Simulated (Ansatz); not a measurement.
Reaction (ligand exchange at the Si–C bond): `OCSC[SiH3]` + `OCCO` → `OCCO[SiH3]` + `CSCO`

Gas-phase electronic energies from Ansatz, PBE0-D4/def2-TZVP geometries. CCSD(T)/CBS adds triple-zeta CCSD(T) − MP2 to the extrapolated MP2 energy (def2 sets, frozen cores). This one scheme is used for every species. DFT in def2-TZVPP. Each species was taken in one conformer, which may not be the lowest.

`OCSC[SiH3]`:

```xyz
13

O    -1.043   -2.158   -0.423
C     0.008   -1.725    0.392
S    -0.388   -0.291    1.412
C    -0.655    0.941    0.109
Si    0.973    1.685   -0.461
H    -1.808   -2.317    0.139
H     0.839   -1.490   -0.274
H     0.335   -2.490    1.106
H    -1.219    0.473   -0.701
H    -1.294    1.716    0.538
H     1.901    0.608   -0.894
H     0.762    2.614   -1.607
H     1.590    2.433    0.664
```

`OCCO`:

Cartesian coordinates in Å:
```
O -1.328 -0.389 0.992
C -0.519 -0.695 -0.115
C 0.282 0.507 -0.559
O 1.071 1.008 0.508
H -0.788 0.151 1.581
H 0.166 -1.528 0.115
H -1.177 -1.028 -0.923
H -0.394 1.320 -0.833
H 0.896 0.261 -1.434
H 1.791 0.392 0.668
```

`OCCO[SiH3]`:

```xyz
13

O     0.999    2.168   -0.147
C     1.052    1.186    0.857
C     0.642   -0.168    0.335
O    -0.687   -0.065   -0.145
Si   -1.478   -1.334   -0.833
H     0.119    2.120   -0.533
H     0.409    1.451    1.708
H     2.085    1.142    1.214
H     1.313   -0.469   -0.481
H     0.708   -0.916    1.136
H    -2.816   -0.830   -1.216
H    -1.603   -2.459    0.134
H    -0.743   -1.826   -2.030
```

`CSCO`:

Z-matrix (Å, degrees):
```
C
S 1 1.799
H 1 1.090 2 107.3
H 1 1.091 2 111.0 3 119.0
H 1 1.090 2 110.4 3 -118.8
C 2 1.802 1 99.5 3 172.6
O 6 1.400 2 114.6 1 -65.4
H 6 1.097 2 104.8 1 170.7
H 6 1.091 2 109.7 1 54.3
H 7 0.963 6 107.8 2 -53.8
```

```csv
level,ΔE (eV)
PBE,-0.86
MP2/def2-TZVPP,-0.99
SCS-MP2/def2-TZVPP,-1.04
CCSD/def2-TZVPP,-1.01
```

Q: What does CCSD(T)/CBS give? (An estimate is asked.)

A: The calculation gave: -0.97 eV. The listed levels differ from it by 0.11, -0.02, -0.07, -0.04 eV.

Largest T1 diagnostic among the species: 0.011.

The D4 term adds +0.04 eV with B3LYP and +0.02 eV with PBE0; it sums over pairs of atoms, weighted by their polarisabilities, and B3LYP, whose exchange is more repulsive, gets the larger term. From PBE to PBE0 (25 % exact exchange), in def2-TZVPP and without D4, ΔE moves by −0.05 eV.

B3LYP here is the variant with VWN-RPA as its local correlation; programs differ in this.

CCSD(T)/CBS has its own doubt, a few kJ/mol and more with outer-core shells, so smaller differences from it don't rank the levels.
